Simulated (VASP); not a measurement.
A run of VASP 6.6.1:

File INCAR:

```
  ALGO = Normal
  EDIFF = 1E-6
  EDIFFG = -0.01
  ENCUT = 600
  GGA = PS
  IBRION = 2
  ISIF = 3
  ISMEAR = 1
  KPAR = 2
  LASPH = T
  LCHARG = F
  LREAL = F
  LWAVE = F
  NELM = 80
  NSW = 90
  PREC = Accurate
  SIGMA = 0.1
```

File KPOINTS:

```
k-points
0
Gamma
  8 8 8
```

The input POSCAR:

```
Ti3Pt
1.0
    5.0300000000      0.0000000000      0.0000000000
    0.0000000000      5.0300000000      0.0000000000
    0.0000000000      0.0000000000      5.0300000000
Ti Pt
6 2
Direct
    0.2500000000      0.0000000000      0.5000000000
    0.5000000000      0.7500000000      0.0000000000
    0.7500000000      0.0000000000      0.5000000000
    0.5000000000      0.2500000000      0.0000000000
    0.0000000000      0.5000000000      0.7500000000
    0.0000000000      0.5000000000      0.2500000000
    0.0000000000      0.0000000000      0.0000000000
    0.5000000000      0.5000000000      0.5000000000
```

Potentials or basis: VASP PAW PBE potentials, release 64 (Ti_sv, Pt).

Command:

```sh
$ cat potpaw_PBE.64/Ti_sv/POTCAR potpaw_PBE.64/Pt/POTCAR > POTCAR
$ mpirun -np 2 vasp_std > vasp.out
```

Hardware: 2 MPI ranks on Intel(R) Xeon(R) 6975P-C (Granite Rapids) (shared host).

Q: Estimate the wall time of this run.

A: Run time: 2.9 min on 2 MPI ranks on Intel(R) Xeon(R) 6975P-C (Granite Rapids), on a shared host, peak memory 0.4 GiB a rank. Counts: scf iterations 39, k points 35, ion steps 3.
